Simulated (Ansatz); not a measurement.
The system is SiO2.

```xyz
12
Lattice="5.0691 0.0000 0.0000 -2.5345 4.3899 0.0000 0.0000 0.0000 8.5585" Properties=species:S:1:pos:R:3 pbc="T T T"
Si    0.0000    2.9266    3.7411
Si    0.0000    2.9266    0.5381
Si    2.5345    1.4633    4.8174
Si    2.5345    1.4633    8.0204
O     2.1354    0.0000    0.0000
O     0.0000    2.9266    2.1396
O     2.5345    1.4633    6.4189
O    -1.4668    2.5406    4.2792
O     1.4668    2.5406    0.0000
O     2.9337    0.0000    4.2792
O     1.0677    1.8493    4.2792
O    -1.0677    1.8493    0.0000
```

The cell comes from a database or a generator and needn't be the stable form of this composition.

- Program: Ansatz 0.2.0
- Task: single point
- Functional: PBE
- Potentials or basis: all-electron LAPW, scalar-relativistic
- Cutoff: 562 eV (chosen from the basis error)
- Basis error allowed: 0.001 eV/atom
- k mesh: 6 × 6 × 3
- Occupations: fermi-dirac, width 0.05 eV
- Spin: no spin polarisation

On this cell: pressure 4.1 GPa; largest force 0.252 eV/Å; band gap on the k mesh 5.62 eV, indirect (least direct gap 5.63 eV).

The same run follows on a disturbed copy (atoms moved at random, drawn with an rms of 0.05 Å):

```
CELL_PARAMETERS angstrom
5.06907 0.00000 0.00000
-2.53454 4.38995 0.00000
0.00000 0.00000 8.55849
ATOMIC_POSITIONS crystal
Si 0.33848 0.66935 0.43552
Si 0.34185 0.67816 0.06293
Si 0.66136 0.32593 0.55947
Si 0.65604 0.32722 0.93300
O 0.40699 0.99547 0.99874
O 0.34294 0.67803 0.25279
O 0.66449 0.32690 0.75421
O 0.00745 0.58574 0.50421
O 0.57650 0.58464 0.00052
O 0.57460 0.99417 0.49724
O 0.42242 0.42918 0.49461
O 0.99682 0.41685 0.00328
```

Question: What changes?

Answer: The energy moves by +41.0 meV/atom; pressure 4.4 GPa; largest force 4.547 eV/Å; band gap on the k mesh 5.40 eV, indirect (least direct gap 5.42 eV).

Forces in eV/Å, atoms in the order of the input:
```
Si  -1.838 -0.547 -0.035
Si  -1.657 -2.301  0.753
Si   0.280  1.470  0.818
Si   0.949  1.277  3.812
O   -0.502  1.487 -0.451
O   -0.100  0.049 -1.957
O   -0.207 -0.083 -4.542
O   -1.044 -0.861  0.293
O    1.665 -0.694 -0.761
O    0.631  2.146  0.909
O    2.270 -2.052  1.212
O   -0.446  0.108 -0.052
```

Stress tensor (GPa, compression positive):
```
 1.11 -2.55 -0.27
-2.55  6.01 -0.67
-0.27 -0.67  6.07
```

Caveats: an odd mesh through Γ misses points on the zone boundary, where band edges often lie.
